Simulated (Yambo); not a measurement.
# PbS (Galena) (Fm-3m) in Yambo: further runs

The runs below take PbS (Galena) through optical spectrum, G0W0 quasiparticle levels, Hartree-Fock levels, with PBEsol.

Program: Yambo 5.3.0. These are calculated values, not measurements. Logs are shortened: lines on timing, memory, paths and dates and some standing lists are left out, and cuts for length are marked.

**1. The crystal as given**

It takes space group Fm-3m (No. 225, cubic). The conventional cell has a = 5.931 Å, b = 5.931 Å, c = 5.931 Å, α = 90.00°, β = 90.00°, γ = 90.00°. Pb (site symmetry m-3m) has 6 S at 2.97 Å as nearest neighbours. Around S (site symmetry m-3m) lie 6 Pb at 2.97 Å.

**2. Optical spectrum, PBEsol**

The input, optics4.in:

```
optics
chi
Chimod= "HARTREE"
% BndsRnXd
 1 | 35 |
%
NGsBlkXd= 2 Ry
% LongDrXd
 1 | 1 | 1 |
%
% QpntsRXd
 1 | 1 |
%
% EnRngeXd
 0 | 10 | eV
%
% DmRngeXd
 0.3 | 0.3 | eV
%
ETStpsXd= 300
```

The input, scf.in:

```
&CONTROL
  calculation = 'scf'
  prefix = 'pwscf'
  outdir = './tmp'
  pseudo_dir = './pseudo'
/
&SYSTEM
  ibrav = 0
  nat = 2
  ntyp = 2
  ecutwfc = 56
  nbnd = 16
  occupations = 'smearing'
  smearing = 'fd'
  degauss = 0.00367493
  force_symmorphic = .true.
/
&ELECTRONS
  conv_thr = 4d-10
  electron_maxstep = 120
  mixing_beta = 0.5
/
ATOMIC_SPECIES
Pb   207.2000 Pb.upf
S     32.0600 S.upf
CELL_PARAMETERS angstrom
   0.0000000000    2.9657500000    2.9657500000
   2.9657500000    0.0000000000    2.9657500000
   2.9657500000    2.9657500000    0.0000000000
ATOMIC_POSITIONS crystal
Pb     0.0000000000    0.0000000000    0.0000000000
S      0.5000000000    0.5000000000    0.5000000000
K_POINTS automatic
18 18 18 0 0 0
```

The input, nscf.in:

```
&CONTROL
  calculation = 'nscf'
  prefix = 'pwscf'
  outdir = './tmp'
  pseudo_dir = './pseudo'
/
&SYSTEM
  ibrav = 0
  nat = 2
  ntyp = 2
  ecutwfc = 56
  nbnd = 35
  occupations = 'fixed'
  force_symmorphic = .true.
/
&ELECTRONS
  conv_thr = 1d-08
  diago_full_acc = .true.
  diago_thr_init = 1d-06
/
ATOMIC_SPECIES
Pb   207.2000 Pb.upf
S     32.0600 S.upf
CELL_PARAMETERS angstrom
   0.0000000000    2.9657500000    2.9657500000
   2.9657500000    0.0000000000    2.9657500000
   2.9657500000    2.9657500000    0.0000000000
ATOMIC_POSITIONS crystal
Pb     0.0000000000    0.0000000000    0.0000000000
S      0.5000000000    0.5000000000    0.5000000000
K_POINTS automatic
18 18 18 0 0 0
```

Potentials or basis: PseudoDojo 0.4.1 SR PBEsol standard.

Launch:

```sh
OMP_NUM_THREADS=1 pw.x -in scf.in > scf.out
OMP_NUM_THREADS=1 pw.x -in nscf.in > nscf.out
cd tmp/pwscf.save; p2y; mv SAVE ../..; cd ../..
OMP_NUM_THREADS=1 yambo
OMP_NUM_THREADS=1 yambo -F optics4.in -J optics4 -C optics4_out
```

Yambo's report:

```text
[... sections 02.01 to 02.04 as in the set-up run ...]

  [02.05] Energies & Occupations
  ==============================

  [X] === General ===
  [X] Electronic Temperature                        :  0.000000  0.000000 [eV K]
  [X] Bosonic    Temperature                        :  0.000000  0.000000 [eV K]
  [X] Finite Temperature mode                       : no
  [X] El. density                                   :  0.38335E+24 [cm-3]
  [X] Fermi Level                                   :  8.570495 [eV]

  [X] === Gaps and Widths ===
  [X] Conduction Band Min                           :  0.260090 [eV]
  [X] Valence Band Max                              :  0.000000 [eV]
  [X] Filled Bands                                  :  10
  [X] Empty Bands                                   :   11   35
  [X] Direct Gap                                    :  0.260090 [eV]
  [X] Direct Gap localized at k                     :  10
  [X] Indirect Gap                                  :  0.260090 [eV]
  [X] Indirect Gap between kpts                     :  10  10
  [X] Last valence band width                       :  3.455188 [eV]
  [X] 1st conduction band width                     :  4.901230 [eV]

 [03] Transferred momenta grid and indexing
 ==========================================

 IBZ Q-points                                      :  195
 BZ  Q-points                                      :   5832

 K/Q-points units:
 rlu = crystal or reduced units; cc = cartesian coordinates; iku = interal k-units

 Q [  1]        [rlu]:  0.000000  0.000000  0.000000
 Q [  2]        [rlu]:  0.43791E-18  0.43791E-18  0.55556E-01
 Q [  3]        [rlu]:  0.16254E-17  0.16254E-17  0.11111
 Q [  4]        [rlu]: -0.37512E-17 -0.37512E-17  0.16667
 Q [  5]        [rlu]:  0.17517E-17  0.17517E-17  0.22222
 Q [  6]        [rlu]:  0.53698E-17  0.53698E-17  0.27778
[... 42 lines left out ...]
 Q [ 49]        [rlu]: -0.75025E-17  0.16667      0.50000
 Q [ 50]        [rlu]:  0.11127E-16  0.16667     -0.44444

 Remaining 145 points informations can be written running with -fatlog

 [04] Dipoles
 ============

  [04.01] Setup: observables and procedures
  =========================================

  [WF-Oscillators/G space/Transverse up loader] Normalization (few states)  min/max  :  0.29505E-17   1.0000

  [WR./optics4//ndb.dipoles]------------------------------------------------------
   Brillouin Zone Q/K grids (IBZ/BZ)                :    195   5832    195   5832
   RL vectors                                       :   3287 [WF]
   Fragmentation                                    : yes
   Electronic Temperature                           :  0.000000 [K]
   Bosonic    Temperature                           :  0.000000 [K]
   DIP band range                                   :    1   35
   DIP band range limits                            :  10  11
   DIP e/h energy range                             : -1.000000 -1.000000 [eV]
   RL vectors in the sum                            :   3287
   [r,Vnl] included                                 : yes
   Bands ordered                                    : yes
   Direct v evaluation                              : no
   Approach used                                    : G-space v
   Dipoles computed                                 : R V P [G-space]
   Wavefunctions                                    : Perdew, Burke & Ernzerhof SOL(X)+Perdew, Burke & Ernzerhof SOL(C)

  [WARNING] [r,Vnl^pseudo] included in position and velocity dipoles.

  [WARNING] In case H contains other non local terms, these are neglected

 [05] Optics
 ===========

 [X-CG] R(p) Tot o/o(of R):    34799  1458000      100
```

Run time: 3.6 min. Hardware: 1 thread of Intel Xeon Platinum 8488C (Sapphire Rapids), shared host; peak memory 1.4 GiB.

Results:

- Band gap on the k mesh, mean-field level: 0.26 eV, direct
- Absorption peak: 2.88 eV
- Electronic dielectric constant along the field: 18.18
- Electronic dielectric constant along the field, independent particles: 19.39

Dielectric function (along the field direction of the input):
| energy (eV) | real part | imaginary part |
| --- | --- | --- |
| 0.27 | 17.95 | 3.26 |
| 0.60 | 18.10 | 3.84 |
| 0.94 | 18.30 | 4.92 |
| 1.27 | 18.92 | 6.81 |
| 1.61 | 19.19 | 9.18 |
| 1.94 | 18.94 | 12.78 |
| 2.27 | 17.52 | 17.18 |
| 2.61 | 13.45 | 22.30 |
| 2.94 | 4.80 | 24.45 |
| 3.28 | -2.54 | 20.84 |
| 3.61 | -4.57 | 14.65 |
| 3.95 | -4.66 | 11.99 |
| 4.28 | -5.19 | 9.27 |
| 4.62 | -4.49 | 7.09 |
| 4.95 | -3.91 | 5.75 |
| 5.28 | -3.25 | 4.77 |
| 5.62 | -2.75 | 4.04 |
| 5.95 | -2.22 | 3.42 |
| 6.29 | -1.67 | 3.08 |
| 6.62 | -1.29 | 2.90 |
| 6.96 | -1.00 | 2.90 |
| 7.29 | -1.12 | 2.82 |
| 7.63 | -0.99 | 2.35 |
| 7.96 | -0.60 | 2.22 |
| 8.29 | -0.41 | 2.35 |
| 8.63 | -0.56 | 2.41 |
| 8.96 | -0.65 | 2.20 |
| 9.30 | -0.63 | 2.02 |
| 9.63 | -0.58 | 1.84 |
| 10.00 | -0.51 | 1.69 |

Caveat: these spectra lack excitons; spin-orbit coupling is left out, which as a rule narrows the gap of such compounds by several tenths of an eV. A k mesh can miss the band edges.

**3. Optical spectrum, PBEsol**

The input, optics5.in:

```
optics
chi
tddft
Chimod= "LRC"
% BndsRnXd
 1 | 35 |
%
NGsBlkXd= 1 Ry
% LongDrXd
 0 | 1 | 0 |
%
% QpntsRXd
 1 | 1 |
%
% EnRngeXd
 0 | 20 | eV
%
% DmRngeXd
 0.1 | 0.1 | eV
%
ETStpsXd= 300
LRC_alpha= -0.5
```

scf.in is that of step 2.

nscf.in is that of step 2.

Potentials or basis: PseudoDojo 0.4.1 SR PBEsol standard.

Launch:

```sh
OMP_NUM_THREADS=1 pw.x -in scf.in > scf.out
OMP_NUM_THREADS=1 pw.x -in nscf.in > nscf.out
cd tmp/pwscf.save; p2y; mv SAVE ../..; cd ../..
OMP_NUM_THREADS=1 yambo
OMP_NUM_THREADS=1 yambo -F optics5.in -J optics5 -C optics5_out
```

Yambo's report:

```text
[... sections 02.01 to 02.04 as in the set-up run ...]

  [02.05] Energies & Occupations
  ==============================

  [X] === General ===
  [X] Electronic Temperature                        :  0.000000  0.000000 [eV K]
  [X] Bosonic    Temperature                        :  0.000000  0.000000 [eV K]
  [X] Finite Temperature mode                       : no
  [X] El. density                                   :  0.38335E+24 [cm-3]
  [X] Fermi Level                                   :  8.570495 [eV]

  [X] === Gaps and Widths ===
  [X] Conduction Band Min                           :  0.260090 [eV]
  [X] Valence Band Max                              :  0.000000 [eV]
  [X] Filled Bands                                  :  10
  [X] Empty Bands                                   :   11   35
  [X] Direct Gap                                    :  0.260090 [eV]
  [X] Direct Gap localized at k                     :  10
  [X] Indirect Gap                                  :  0.260090 [eV]
  [X] Indirect Gap between kpts                     :  10  10
  [X] Last valence band width                       :  3.455188 [eV]
  [X] 1st conduction band width                     :  4.901230 [eV]

 [03] Transferred momenta grid and indexing
 ==========================================

 IBZ Q-points                                      :  195
 BZ  Q-points                                      :   5832

 K/Q-points units:
 rlu = crystal or reduced units; cc = cartesian coordinates; iku = interal k-units

 Q [  1]        [rlu]:  0.000000  0.000000  0.000000
 Q [  2]        [rlu]:  0.43791E-18  0.43791E-18  0.55556E-01
 Q [  3]        [rlu]:  0.16254E-17  0.16254E-17  0.11111
 Q [  4]        [rlu]: -0.37512E-17 -0.37512E-17  0.16667
 Q [  5]        [rlu]:  0.17517E-17  0.17517E-17  0.22222
 Q [  6]        [rlu]:  0.53698E-17  0.53698E-17  0.27778
[... 42 lines left out ...]
 Q [ 49]        [rlu]: -0.75025E-17  0.16667      0.50000
 Q [ 50]        [rlu]:  0.11127E-16  0.16667     -0.44444

 Remaining 145 points informations can be written running with -fatlog

 [04] Dipoles
 ============

  [04.01] Setup: observables and procedures
  =========================================

  [WF-Oscillators/G space/Transverse up loader] Normalization (few states)  min/max  :  0.29505E-17   1.0000

  [WR./optics5//ndb.dipoles]------------------------------------------------------
   Brillouin Zone Q/K grids (IBZ/BZ)                :    195   5832    195   5832
   RL vectors                                       :   3287 [WF]
   Fragmentation                                    : yes
   Electronic Temperature                           :  0.000000 [K]
   Bosonic    Temperature                           :  0.000000 [K]
   DIP band range                                   :    1   35
   DIP band range limits                            :  10  11
   DIP e/h energy range                             : -1.000000 -1.000000 [eV]
   RL vectors in the sum                            :   3287
   [r,Vnl] included                                 : yes
   Bands ordered                                    : yes
   Direct v evaluation                              : no
   Approach used                                    : G-space v
   Dipoles computed                                 : R V P [G-space]
   Wavefunctions                                    : Perdew, Burke & Ernzerhof SOL(X)+Perdew, Burke & Ernzerhof SOL(C)

  [WARNING] [r,Vnl^pseudo] included in position and velocity dipoles.

  [WARNING] In case H contains other non local terms, these are neglected

 [05] Optics
 ===========

 [X-CG] R(p) Tot o/o(of R):    34799  1458000      100
```

Wall time 3.5 min (1 thread of Intel Xeon Platinum 8488C (Sapphire Rapids), shared host); peak memory 1.4 GiB.

What came out:

```yaml
Band_gap_on_the_k_mesh_mean-field_level: 0.26 eV, direct
Absorption_peak: 1.27 eV
Electronic_dielectric_constant_along_the_field: 65.68
Electronic_dielectric_constant_along_the_field_independent_particles: 20.51
```

Dielectric function (along the field direction of the input):
| energy (eV) | real part | imaginary part |
| --- | --- | --- |
| 0.27 | 46.20 | 28.75 |
| 0.74 | 37.74 | 41.55 |
| 1.27 | 27.56 | 67.07 |
| 1.74 | -0.52 | 59.97 |
| 2.27 | -15.61 | 33.46 |
| 2.74 | -17.53 | 18.08 |
| 3.28 | -12.83 | 9.17 |
| 3.75 | -7.66 | 7.12 |
| 4.28 | -6.26 | 4.59 |
| 4.82 | -4.59 | 3.85 |
| 5.28 | -3.52 | 3.04 |
| 5.82 | -2.54 | 2.42 |
| 6.29 | -1.66 | 2.18 |
| 6.82 | -1.07 | 2.14 |
| 7.29 | -1.55 | 2.49 |
| 7.83 | -0.64 | 1.63 |
| 8.36 | -0.30 | 2.14 |
| 8.83 | -0.81 | 1.97 |
| 9.36 | -0.70 | 1.74 |
| 9.83 | -0.59 | 1.47 |
| 10.37 | -0.54 | 1.36 |
| 10.84 | -0.41 | 1.24 |
| 11.37 | -0.17 | 1.14 |
| 11.84 | -0.23 | 1.02 |
| 12.37 | -0.09 | 1.04 |
| 12.91 | -0.16 | 1.17 |
| 13.38 | -0.34 | 0.79 |
| 13.91 | -0.11 | 0.52 |
| 14.38 | 0.01 | 0.48 |
| 14.92 | 0.15 | 0.43 |
| 15.38 | 0.27 | 0.38 |
| 15.92 | 0.37 | 0.37 |
| 16.45 | 0.49 | 0.30 |
| 16.92 | 0.66 | 0.34 |
| 17.46 | 0.72 | 0.45 |
| 17.93 | 0.82 | 0.53 |
| 18.46 | 0.82 | 0.64 |
| 18.93 | 0.79 | 0.82 |
| 19.46 | 0.58 | 0.78 |
| 20.00 | 0.50 | 0.65 |

Caveat: the long-range kernel's strength is typed, not fitted to the crystal's screening; independent-particle spectra lack excitons; spin-orbit coupling is left out, which as a rule narrows the gap of such compounds by several tenths of an eV.

(Continued in part 2 of 3.)
